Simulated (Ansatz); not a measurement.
## CdI2-type TiTe₂

The computed numbers are results of PBEsol, scalar-relativistic (no spin polarisation) in the plane-wave PAW code Ansatz at 420 eV, 10×10×6 k-mesh, Gaussian smearing of 0.05 eV. The datasets are Ansatz's generated set soft_2.

```
Ti Te
1.0
     3.69299    0.00000    0.00000
    -1.84649    3.19822    0.00000
     0.00000    0.00000    6.45009
Ti Te
1 2
Direct
  0.00000 0.00000 0.00000
  0.33333 0.66667 0.26744
  0.66667 0.33333 0.73256
```

The start was a prototype's sites filled with these elements; the Crystallography Open Database holds the compound in this structure.

The cell has space group P-3m1 (read at 0.01 Å). In it the stress is 0.00, 0.00, 0.00, 0.00, 0.00, 0.00 GPa and the largest force component 0.001 eV/Å. Each change below starts from this cell, without further relaxation. Stress is in GPa, positive in compression, in the order xx, yy, zz, yz, xz, xy; energies are counted from the cell above and are free energies with the smearing's entropy, which match forces and stress in a metal.

Problem. One atom was moved along a Cartesian axis, and these forces appeared. Which atom, and about how far?
```tsv
atom	Fx (eV/Å)	Fy	Fz
Ti1	0.000	0.000	-1.409
Te2	0.000	0.000	0.755
Te3	0.000	0.000	0.654
```

Solution. Atom 1 (Ti) is moved by 0.12 Å along z; the energy changes by 85.1 meV per cell.

Problem. What stress follows from an engineering strain of 3 % in xy, atoms carried along?

Solution. 0.06, 0.15, -0.02, -0.02, 0.63, -1.16 GPa; the energy changes by 8.1 meV per cell.
| atom | Fx (eV/Å) | Fy | Fz |
| --- | --- | --- | --- |
| Ti1 | 0.000 | 0.000 | 0.000 |
| Te2 | 0.064 | -0.001 | -0.001 |
| Te3 | -0.064 | 0.001 | 0.001 |
The change of the stress over the strain gives a clamped-atom stiffness of about 39 GPa for this component.
In a harmonic crystal the energy would rise by V(½Cε² − σ₀ε), with σ₀ the stress of the unstrained cell, = 8.2 meV, which matches.

No spin–orbit coupling, a notable omission for heavy elements. The structure is layered, and this functional has no dispersion term, so the layers' spacing is poorly fixed, often too long, and so is what hangs on it. The relaxed cell is 5 % smaller in volume than the cell of this structure in the Crystallography Open Database (26.76 Å³/atom, 1981).
